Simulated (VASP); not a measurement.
# KI (Fm-3m) in VASP: further runs

Aim: see how the results for KI move with the level of theory and the settings. Levels: r2SCAN, PBEsol, HSE06. Tasks: electric field gradients.

Program: VASP 6.6.1. These are calculated values, not measurements. Logs are shortened: lines on timing, memory, paths and dates and some standing lists are left out, and cuts for length are marked.

**Measured values to compare with.**

From a printed reference work, monograph, for a bulk crystal of KI: band gap 6.32 eV.

How close the calculation comes is told below.

### Step 1. The cell of the first run

The structure is cubic, space group Fm-3m (No. 225). The conventional cell has a = 7.066 Å, b = 7.066 Å, c = 7.066 Å, α = 90.00°, β = 90.00°, γ = 90.00°. K (site symmetry m-3m) has 6 I at 3.53 Å within 4.6 Å. Within 4.6 Å of I (site symmetry m-3m) lie 6 K at 3.53 Å.

### Step 2. Electric field gradients, r2SCAN

Input file POSCAR:

```
KI
1.0
    0.0000000000      3.5327750000      3.5327750000
    3.5327750000      0.0000000000      3.5327750000
    3.5327750000      3.5327750000      0.0000000000
K I
1 1
Direct
    0.0000000000      0.0000000000      0.0000000000
    0.5000000000      0.5000000000      0.5000000000
```

Input file INCAR.step1:

```
SYSTEM = KI
  ALGO = Normal
  EDIFF = 1E-5
  ENCUT = 440
  GGA = PE
  GGA_COMPAT = .False.
  ISMEAR = -1
  LASPH = .True.
  LCHARG = .False.
  LREAL = .False.
  LWAVE = .True.
  NBANDS = 15
  NELM = 120
  PREC = Accurate
  SIGMA = 0.02
```

Input file INCAR.step2:

```
SYSTEM = KI
  ALGO = Normal
  EDIFF = 1E-8
  ENCUT = 440
  GGA_COMPAT = .False.
  ISIF = 2
  ISMEAR = -1
  ISTART = 1
  LASPH = .True.
  LCHARG = .False.
  LEFG = .True.
  LMIXTAU = .True.
  LREAL = .False.
  LWAVE = .False.
  METAGGA = R2SCAN
  NBANDS = 15
  NELM = 120
  PREC = Accurate
  SIGMA = 0.02
```

Input file KPOINTS:

```
k-points
0
Gamma
  7 7 7
  0 0 0
```

Potentials or basis: VASP PAW PBE potentials, release 64 (K_sv, I).

Started as:

```
cat potpaw_PBE.64/K_sv/POTCAR potpaw_PBE.64/I/POTCAR > POTCAR
cp INCAR.step1 INCAR
mpirun -np 1 vasp_std > vasp.out
cp INCAR.step2 INCAR
mpirun -np 1 vasp_std > vasp.out
```

OUTCAR:

```text
SYSTEM = KI
   EDIFF = 1E-8
   ENCUT = 440
   ISIF = 2
   ISMEAR = -1
   ISTART = 1
   LASPH = .True.
   LREAL = .False.
   METAGGA = R2SCAN
   NELM = 120
   PREC = Accurate

 ion  position               nearest neighbor table
   1  0.000  0.000  0.000-   2 3.53   2 3.53   2 3.53   2 3.53   2 3.53   2 3.53
   2  0.500  0.500  0.500-   1 3.53   1 3.53   1 3.53   1 3.53   1 3.53   1 3.53

  LATTYP: Found a face centered cubic cell.
 ALAT       =     7.0655500000

  Lattice vectors:

 A1 = (   0.0000000000,   3.5327750000,   3.5327750000)
 A2 = (   3.5327750000,   0.0000000000,   3.5327750000)
 A3 = (   3.5327750000,   3.5327750000,   0.0000000000)

Analysis of symmetry for initial positions (statically):
=====================================================================
 Subroutine PRICEL returns:
 Original cell was already a primitive cell.

 Routine SETGRP: Setting up the symmetry group for a
 face centered cubic supercell.

 Subroutine GETGRP returns: Found 48 space group operations
 (whereof 48 operations were pure point group operations)
 out of a pool of 48 trial point group operations.

The static configuration has the point symmetry O_h .

Analysis of symmetry for dynamics (positions and initial velocities):
=====================================================================
 Subroutine PRICEL returns:
 Original cell was already a primitive cell.

 Routine SETGRP: Setting up the symmetry group for a
 face centered cubic supercell.

 Subroutine GETGRP returns: Found 48 space group operations
 (whereof 48 operations were pure point group operations)
 out of a pool of 48 trial point group operations.

The dynamic configuration has the point symmetry O_h .

 Subroutine INISYM returns: Found 48 space group operations
 (whereof 48 operations are pure point group operations),
 and found     1 'primitive' translations

----------------------------------------------------------------------------------------

                                     Primitive cell

  volume of cell :      88.1816

  direct lattice vectors                    reciprocal lattice vectors
     0.000000000  3.532775000  3.532775000    -0.141531799  0.141531799  0.141531799
     3.532775000  0.000000000  3.532775000     0.141531799 -0.141531799  0.141531799
     3.532775000  3.532775000  0.000000000     0.141531799  0.141531799 -0.141531799

  length of vectors
     4.996098318  4.996098318  4.996098318     0.245140266  0.245140266  0.245140266

  position of ions in fractional coordinates (direct lattice)
     0.000000000  0.000000000  0.000000000
     0.500000000  0.500000000  0.500000000

  ion indices of the primitive-cell ions
   primitive index   ion index
                 1           1
                 2           2

----------------------------------------------------------------------------------------

 KPOINTS: k-points

Automatic generation of k-mesh.
 Grid dimensions read from file:
 generate k-points for:    7    7    7

 Generating k-lattice:

  Cartesian coordinates                     Fractional coordinates (reciprocal lattice)
    -0.020218828  0.020218828  0.020218828     0.142857143  0.000000000  0.000000000
     0.020218828 -0.020218828  0.020218828     0.000000000  0.142857143  0.000000000
     0.020218828  0.020218828 -0.020218828     0.000000000  0.000000000  0.142857143

  Length of vectors
     0.035020038  0.035020038  0.035020038

  Shift w.r.t. Gamma in fractional coordinates (k-lattice)
     0.000000000  0.000000000  0.000000000

 Subroutine IBZKPT returns following result:
 ===========================================

 Found     20 irreducible k-points:

 Following reciprocal coordinates:
            Coordinates               Weight
  0.000000  0.000000  0.000000      1.000000
  0.142857  0.000000  0.000000      8.000000
  0.285714  0.000000  0.000000      8.000000
  0.428571  0.000000  0.000000      8.000000
  0.142857  0.142857  0.000000      6.000000
  0.285714  0.142857  0.000000     24.000000
[... 12 lines left out ...]
 -0.428571  0.428571  0.142857     24.000000
 -0.285714  0.428571  0.142857     24.000000
   k-points           NKPTS =     20   k-points in BZ     NKDIM =     20   number of bands    NBANDS=     15
   number of dos      NEDOS =    301   number of ions     NIONS =      2
   total plane-waves  NPLWV =  46656
   dimension x,y,z NGX =    36 NGY =   36 NGZ =   36
   dimension x,y,z NGXF=    72 NGYF=   72 NGZF=   72
   ions per type =               1   1
   NGX,Y,Z   is equivalent  to a cutoff of  11.98, 11.98, 11.98 a.u.
   NGXF,Y,Z  is equivalent  to a cutoff of  23.96, 23.96, 23.96 a.u.
 SYSTEM =  KI
   PREC   = accura    normal or accurate (medium, high low for compatibility)
   ISTART =      1    job   : 0-new  1-cont  2-samecut
   ICHARG =      0    charge: 1-file 2-atom 10-const
   ISPIN  =      1    spin polarized calculation?
   LNONCOLLINEAR =      F non collinear calculations
   LSORBIT =      F    spin-orbit coupling
   LASPH  =      T    aspherical Exc in radial PAW
   ENCUT  =  440.0 eV  32.34 Ry    5.69 a.u.   8.55  8.55  8.55*2*pi/ulx,y,z
   NELM   =    120;   NELMIN=  2; NELMDL=  0     # of ELM steps
   EDIFF  = 0.1E-07   stopping-criterion for ELM
   LREAL  =      F    real-space projection
   EDIFFG = 0.1E-06   stopping-criterion for IOM
   NSW    =      0    number of steps for IOM
   IBRION =     -1    ionic relax: 0-MD 1-quasi-New 2-CG
   NFREE  =      0    steps in history (QN), initial steepest desc. (CG)
   ISIF   =      2    stress and relaxation
   ISYM   =      2    0-nonsym 1-usesym 2-fastsym
   POTIM  = 0.5000    time-step for ionic-motion
   TEBEG  =    0.0;   TEEND  =   0.0 temperature during run
   PSTRESS=    0.0 pullay stress
   NELECT =      16.0000    total number of electrons
   NUPDOWN=      -1.0000    fix difference up-down
   EMIN   =  10.00;   EMAX   =-10.00  energy-range for DOS
   EFERMI =   0.00;   METHOD = LEGACY
   ISMEAR =    -1;   SIGMA  =   0.02  broadening in eV -4-tet -1-fermi 0-gaus
   EFERMI_NEDOS =   21; number of points for ismear=-14 and -15
   IALGO  =     38    algorithm
   IMIX   =      4    mixing-type and parameters
     AMIX     =   0.40;   BMIX     =  1.00
     AMIX_MAG =   1.60;   BMIX_MAG =  1.00
  volume/ion in A,a.u.               =      44.09       297.54
  Fermi-wavevector in a.u.,A,eV,Ry     =   0.926806  1.751409 11.686988  0.858969
  Thomas-Fermi vector in A             =   2.052808
   LORBIT       =      0    0 simple, 1 ext, 2 COOP (PROOUT), +10 PAW based schemes
   METAGGA = R2SCAN    functional components
   LHFCALC =     F    Hartree Fock is set to
   AEXX    =    0.0000 exact exchange contribution
   IVDW    =     0    specifies the selected vdW correction
   LEPSILON=     F    determine dielectric tensor
   LRPA    =     F    only Hartree local field effects (RPA)
 non-spin polarized calculation
  energy-cutoff  :      440.00
  volume of cell :       88.18
 maximum number of plane-waves:      1868
 NGX is ok and might be reduce to    36
   NGX = 17   NGY = 17   NGZ = 17

 number of electron      16.0000000 magnetization

 Free energy of the ion-electron system (eV)
  ---------------------------------------------------
  ext. energy  EPLUGINS =         0.00000000
  ---------------------------------------------------
  free energy    TOTEN  =       -33.98229177 eV

  energy without entropy =      -33.98229177  energy(sigma->0) =      -33.98229177

 E-fermi :  -0.2606     XC(G=0):  -7.5177

 val. band max:       -0.7550758064   @ k =   0.0000   0.0000   0.0000
 cond. band min:       3.8527835582   @ k =   0.0000   0.0000   0.0000
 fundamental gap:      4.6078593646
 Fermi energy:        -0.2605842833

 k-point     1 :       0.0000    0.0000    0.0000
  band No.  band energies     occupation
      1     -30.4141      2.00000
      2     -13.1285      2.00000
      3     -13.1285      2.00000
      4     -13.1285      2.00000
      5     -11.5677      2.00000
      6      -0.7551      2.00000
      7      -0.7551      2.00000
      8      -0.7551      2.00000
      9       3.8528      0.00000
     10       6.2935      0.00000
     11       6.2935      0.00000
     12       6.2935      0.00000
     13       7.1450      0.00000
     14       7.1450      0.00000
[... 329 lines left out ...]
      2     -13.1928      2.00000
      3     -13.1612      2.00000
      4     -13.1471      2.00000
      5     -11.3474      2.00000
      6      -1.5524      2.00000
      7      -1.5423      2.00000
      8      -1.2383      2.00000
      9       5.8380      0.00000
     10       6.6431      0.00000
     11       6.7334      0.00000
     12       8.2397      0.00000
     13       8.7555      0.00000
     14       9.2753      0.00000
     15      10.2170      0.00000

------------------------ aborting loop because EDIFF is reached ----------------------------------------

  FORCE on cell =-STRESS in cart. coord.  units (eV):
  Direction    XX          YY          ZZ          XY          YZ          ZX
  --------------------------------------------------------------------------------------
  -------------------------------------------------------------------------------------
  Total        0.0886938      0.0886938      0.0886938      0.0000000      0.0000000     -0.0000000
  in kB        1.6114832      1.6114832      1.6114832      0.0000000      0.0000000     -0.0000000
  external PRESSURE =       1.6114832 kB  Pullay stress =       0.0000000 kB

 VOLUME and BASIS-vectors are now :
 -----------------------------------------------------------------------------
  energy-cutoff  :      440.00
  volume of cell :       88.18
      direct lattice vectors                 reciprocal lattice vectors
     0.000000000  3.532775000  3.532775000    -0.141531799  0.141531799  0.141531799
     3.532775000  0.000000000  3.532775000     0.141531799 -0.141531799  0.141531799
     3.532775000  3.532775000  0.000000000     0.141531799  0.141531799 -0.141531799

 POSITION                                       TOTAL-FORCE (eV/Angst)
 -----------------------------------------------------------------------------------
      0.00000      0.00000      0.00000         0.000000      0.000000     -0.000000
      3.53277      3.53277      3.53277         0.000000     -0.000000      0.000000
 -----------------------------------------------------------------------------------
    total drift:                                0.000000      0.000000      0.000000

  FREE ENERGIE OF THE ION-ELECTRON SYSTEM (eV)
  ---------------------------------------------------
  free  energy   TOTEN  =       -33.9822917669 eV

  energy  without entropy=      -33.9822917669  energy(sigma->0) =      -33.98229177

 Electric field gradients (V/A^2)
---------------------------------------------------------------------
 ion       V_xx      V_yy      V_zz      V_xy      V_xz      V_yz
---------------------------------------------------------------------
   1      -0.000     0.000    -0.000    -0.000    -0.000    -0.000
   2      -0.000     0.000    -0.000    -0.000    -0.000    -0.000
---------------------------------------------------------------------

 Electric field gradients after diagonalization (V/A^2)
 (convention: |V_zz| > |V_xx| > |V_yy|)
----------------------------------------------------------------------
 ion       V_xx      V_yy      V_zz     asymmetry (V_yy - V_xx)/ V_zz
----------------------------------------------------------------------
   1       0.000     0.000    -0.001       0.000
   2       0.000     0.000    -0.000       0.000
----------------------------------------------------------------------

           NMR quadrupolar parameters

 Cq : quadrupolar parameter    Cq=e*Q*V_zz/h
 eta: asymmetry parameters     (V_yy - V_xx)/ V_zz
 Q  : nuclear electric quadrupole moment in mb (millibarn)
----------------------------------------------------------------------
 ion       Cq(MHz)       eta       Q (mb)
----------------------------------------------------------------------
   1      -0.000       0.000       1.000
   2      -0.000       0.000       1.000
----------------------------------------------------------------------
```

Run time: 2.9 min. Hardware: 1 thread of Intel Xeon 8259CL, shared host; peak memory 0.22 GiB.

Results:

```yaml
Free_energy: -33.9823 eV
Pressure: 0.2 GPa
Band_gap_on_the_k_mesh: 4.61 eV
Largest_electric_field_gradient_by_atom: zero within the noise of the run
```

Caveat: the PAW data sets were made with another functional, which shifts forces and pressure a little; spin-orbit coupling is left out, which moves the levels of the heavy elements; an odd mesh through Γ misses points on the zone boundary, where band edges can lie.

(Part 1 of 3 ends here.)
